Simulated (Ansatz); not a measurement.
Crystal: BN.

```
N B
1.0
     0.00000    1.81300    1.81300
     1.81300    0.00000    1.81300
     1.81300    1.81300    0.00000
N B
1 1
Direct
  0.25000 0.25000 0.25000
  0.00000 0.00000 0.00000
```

The cell is a database's computed one.

| Quantity | Value |
| --- | --- |
| Program | Ansatz 0.2.0 |
| Task | relaxation of cell and atoms |
| Functional | RPBE |
| Dispersion | D4 |
| Potentials or basis | all-electron LAPW, scalar-relativistic |
| Basis error allowed | 0.001 eV/atom |
| k mesh | 13 × 13 × 13 |
| Occupations | fermi-dirac, width 0.05 eV |
| Spin | no spin polarisation |

At the start: volume 5.96 Å³/atom.

**Question.** How do energy, volume and symmetry change on relaxing?

**Answer.** Over 5 steps the energy falls by 4.6 meV/atom and the volume is 5.81 Å³/atom (-2.5 %); space group F-43m (No. 216, to 0.05 Å).

Step by step:
```csv
step,energy change (eV),largest force (eV/Å),volume (Å³)
1,0.0000,0.0000,11.92
2,-0.0076,0.0000,11.74
3,-0.0092,0.0000,11.61
4,-0.0092,0.0000,11.62
5,-0.0092,0.0000,11.62
```

Final structure:
```
N B
1.0
     0.00000    1.79764    1.79764
     1.79764    0.00000    1.79764
     1.79764    1.79764    0.00000
N B
1 1
Cartesian
  0.8988 0.8988 0.8988
  0.0000 0.0000 0.0000
```
